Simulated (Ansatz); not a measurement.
Reactions of C2HF5 (`FC(F)C(F)(F)F`).

Gas-phase electronic energies from Ansatz, PBE0-D4/def2-TZVP geometries. CCSD(T)/CBS is the MP2 limit (def2-TZVPP, def2-QZVPP) plus CCSD(T) − MP2 in def2-TZVPP, frozen cores. This one scheme is used for every species. DFT in def2-TZVPP. No spin–orbit coupling; open shells (•) take unrestricted orbitals. One conformer a species, not always the lowest.

```tsv
reaction	B2PLYP (eV)	HF/CBS(def2) (eV)	PBE-D4 (eV)	CCSD/CBS(def2) (eV)
`FC(F)C(F)(F)F` + HCl → `FC(Cl)C(F)(F)F` + H–F	0.14	0.34	0.08	0.07
`FC(F)C(F)(F)F` + H₂ → `FCC(F)(F)F` + H–F	-0.83	-0.87	-0.75	-0.94
`FC(F)C(F)(F)F` + `N[SiH3]` → `FC(F)N[SiH3]` + `FC(F)F`	-0.23	-0.22	-0.23	-0.18
`FC(F)C(F)(F)F` → `F[C](F)F`• + `F[CH]F`•	4.03	3.06	4.00	4.27
```

(1) Give the CCSD(T)/CBS values in the same order. (Estimate.)

Largest T1 diagnostic: 0.015, for `F[CH]F`•.

## Answers

(1) Ansatz gave: 0.03, -0.90, -0.19, 4.35 eV.
